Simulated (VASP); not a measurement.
Runs of VASP 6.6.1 on W. All rows change the cell; the cell of one of them follows. Symmetry: I4/mmm, No. 139, tetragonal system. The conventional cell has a = 2.785 Å, b = 2.785 Å, c = 4.182 Å, α = 90.00°, β = 90.00°, γ = 90.00°. W (site symmetry 4/mmm) is surrounded by 12 W at 2.78 to 2.87 Å. This isn't the form of W at room conditions, which is bcc.

```csv
cell,further INCAR settings,gap on the mesh (eV),pressure (GPa)
"strain -0.030 along x and y, +0.030 along z, atoms carried along",ALGO = Fast; EDIFF = 1e-06; NBANDS = 13,none,4.6
"strain +0.000 along x and y, -0.030 along z, atoms carried along",ALGO = Fast; EDIFF = 1e-06; NBANDS = 13,none,(a)
"strain -0.030 along x and y, +0.000 along z, atoms carried along",ALGO = Fast; EDIFF = 1e-06; NBANDS = 13,none,14.2
"strain +0.030 along x and y, -0.030 along z, atoms carried along",ALGO = Fast; EDIFF = 1e-07; NBANDS = 13,none,-11.7
```

Alike in all rows: task single point; level PBE; potentials or basis VASP PAW PBE potentials, release 64 (W_sv); no spin polarisation; k mesh 20 × 20 × 20; cutoff (eV) 520; smearing gaussian 0.15 eV.

Task: Fill in the values left out.

Result: (a) 4.4.

A k mesh can miss the band edges, and the runs leave out spin-orbit coupling on W.

A gap of «none» marks a metal or a gap under the smearing width.
